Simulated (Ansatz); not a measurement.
Density of states of Mg2Ge (Fm-3m, a = 6.422 Å, b = 6.422 Å, c = 6.422 Å, α = 90.00°, β = 90.00°, γ = 90.00°), in states per eV and primitive cell, averaged over bins of 0.4 eV. The calculation used DFT PBE, scalar-relativistic, plane waves, PAW (Ansatz 0.2.0).

Settings: cutoff 420 eV, Γ-centred mesh 10×10×10 on the computed 3-atom cell, Gaussian smearing of 0.01 eV; no spin polarisation.

The cell is relaxed at this level. The states (both spins) are summed by tetrahedra on a 15×15×15 mesh at the self-consistent density. Energies are bin centres; the table starts no lower than −8 eV and ends at 6 eV, or lower where the solved bands end.

The gap is 0.17 eV at this level, with the zero inside it.

```
E − E_F (eV) total Ge 4p Mg 3s Ge 4s
       -4.65   0.55   0.35   0.18   0.01
       -4.25   2.06   1.31   0.65   0.08
       -3.85   1.21   0.77   0.30   0.11
       -3.45   1.05   0.69   0.26   0.08
       -3.05   1.10   0.74   0.25   0.07
       -2.65   1.14   0.82   0.22   0.06
       -2.25   1.52   1.19   0.18   0.05
       -1.85   1.85   1.54   0.13   0.04
       -1.45   1.69   1.44   0.09   0.03
       -1.05   1.58   1.39   0.04   0.02
       -0.65   0.93   0.84   0.02   0.01
       -0.25   0.33   0.30   0.00   0.00
        0.15   0.05   0.00   0.01   0.00
        0.55   0.37   0.01   0.11   0.01
        0.95   0.77   0.04   0.30   0.02
        1.35   1.45   0.13   0.60   0.09
        1.75   2.01   0.22   0.77   0.15
        2.15   1.33   0.16   0.40   0.07
        2.55   1.74   0.18   0.39   0.04
        2.95   1.93   0.19   0.38   0.03
        3.35   2.01   0.20   0.32   0.03
        3.75   1.66   0.19   0.30   0.03
        4.15   1.43   0.17   0.26   0.02
        4.55   1.62   0.16   0.23   0.02
        4.95   1.90   0.18   0.25   0.02
```

The columns after the total are the Löwdin projections on the occupied valence shells of the potentials. The rest of the total lies in shells that are empty in the free atom, which aren't projected, and between the atoms.

Cost: 1 run of about 0.52 core-minutes, on Arm Neoverse V1 (shared hosts).